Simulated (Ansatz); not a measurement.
# SnSe: the cost of one run

All numbers are computed with Ansatz 0.2.0 through its Python package. The levels of theory stand in the script.

**1. The system**

The structure is cubic, space group Fm-3m (No. 225). The conventional cell has a = 6.020 Å, b = 6.020 Å, c = 6.020 Å, α = 90.00°, β = 90.00°, γ = 90.00°. Sn (site symmetry m-3m) has 6 Se at 3.01 Å as nearest neighbours. Se (site symmetry m-3m) is surrounded by 6 Sn at 3.01 Å.

The script holds or builds the structure itself.

**2. Script**

paw_lapw_snse.py reads:

```python
import ansatz as az
import numpy as np
from tabulate import tabulate


def count_gap(report):
    # lowest empty less highest filled band, counting bands; zero where they overlap
    return max(report.get("gap_by_band_count_ev") or 0.0, 0.0)

lattice = az.Lattice.of(
    (0.0, 3.01, 3.01),
    (3.01, 0.0, 3.01),
    (3.01, 3.01, 0.0),
)
sites = [
    ("Sn", (0.0, 0.0, 0.0)),
    ("Se", (0.5, 0.5, 0.5)),
]
crystal = az.Crystal(lattice=lattice)
for symbol, position in sites:
    crystal = crystal.atom(symbol, position)

calculation = (
    crystal.calculation()
    .functional("pbesol")
    .kpoints(6)
    .occupations(az.OccupationsMethod.FIXED)
    .stress()
    .forces()
    .band_table()
)
variants = {
    "PAW": calculation.pseudopotentials("paw"),
    "LAPW": calculation.pseudopotentials("all_electron", lapw=True),
}
rows = []
for label, variant in variants.items():
    rep = variant.run().report
    levels = np.array(rep["eigenvalues_ev"][0]) - rep["fermi_energy_ev"]
    print(label, "levels at the first k-point near E_F:", np.round(levels[np.abs(levels) < 5], 3))
    rows.append((label, rep["n_electrons"], np.trace(rep["stress_gpa"]) / 3, count_gap(rep)))
print(tabulate(rows, headers=["treatment", "electrons in bands", "P GPa", "gap by band count eV"], floatfmt=".4f", tablefmt="plain"))
```

**3. What the engine is handed**

The engine receives this input (first run):

```yaml
crystal:
  lattice:
    - [0.0, 3.01, 3.01]
    - [3.01, 0.0, 3.01]
    - [3.01, 3.01, 0.0]
  atoms:
    - { symbol: Sn, position: [0.0, 0.0, 0.0] }
    - { symbol: Se, position: [0.5, 0.5, 0.5] }
kpoints:
  mp_grid:
    grid: [6, 6, 6]
hamiltonian:
  xc: pbesol
  pseudopotentials:
    kind: paw
scf:
  occupations:
    method: fixed
output:
  forces: true
  stress: true
  eigenvalues: true
```

**4. Launch**

Launch:

```sh
python paw_lapw_snse.py
```

**Question.** How long does this script take on 1 thread of Arm Neoverse V2, shared host, and how much memory does it need?

About 8.1 s, with a peak of 0.43 GiB.
